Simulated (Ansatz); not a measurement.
AlRu:

```
Ru Al
1.0
     2.99160    0.00000    0.00000
     0.00000    2.99160    0.00000
     0.00000    0.00000    2.99160
Ru Al
1 1
Direct
  0.50000 0.50000 0.50000
  0.00000 0.00000 0.00000
```

Base run:

| Quantity | Value |
| --- | --- |
| Program | Ansatz 0.2.0 |
| Functional | LDA |
| Potentials or basis | Ansatz PAW |
| Cutoff | 420 eV |
| Density cutoff | 1680 eV |
| k mesh | 9 × 9 × 9 |
| Occupations | fermi-dirac, width 0.05 eV |
| Spin | no spin polarisation |

Its results: band gap on the k mesh none (metal or under the smearing width); pressure -8.2 GPa.

The run is repeated on the same cell with these changes: functional from LDA to RPBE. What comes out?

Band gap on the k mesh none (metal or under the smearing width); pressure 6.1 GPa.

RPBE binds less tightly than LDA, so the same cell stands under more pressure.

Caveats: the PAW data sets come from PBE, with cores solved anew for the run's functional, which leaves a small shift of forces and pressure; the potentials were made for another functional, which shifts forces and pressure (some runs).

Not every run made on this cell is shown here.
